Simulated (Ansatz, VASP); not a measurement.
# BP in VASP and in Ansatz

```
CELL_PARAMETERS angstrom
2.91624 0.00000 0.00000
0.00000 2.91624 0.00000
0.00000 0.00000 2.54865
ATOMIC_POSITIONS crystal
B 0.00000 0.00000 0.50000
P 0.50000 0.50000 0.50000
```

Alike in both runs: functional PBE; k mesh 6 × 6 × 6; occupations gaussian, width 0.1 eV; no spin polarisation.

Ansatz relaxed the structure, and its values are those at the end. VASP's run is a single point on that final structure, the one shown.

```csv
,VASP,Ansatz
version,VASP 6.6.1,Ansatz 0.2.0
potentials or method,"VASP PAW PBE potentials, release 64 (B, P)","scalar-relativistic, plane waves, PAW"
plane-wave cutoff (eV),520,420
valence electrons in the cell,8,8
```

```tsv
	VASP	Ansatz	Ansatz less VASP
gap on the k mesh at the Fermi level (eV)	none	none	-
pressure (GPa)	-0.2	0.0	+0.24
```

A gap of «none» marks a metal or a gap that the smearing closes. With one functional, cell and mesh, what is left measures potentials, basis and numerics.

Caveats: the k mesh is coarse (spacing up to 0.41 Å⁻¹), so the values aren't converged.
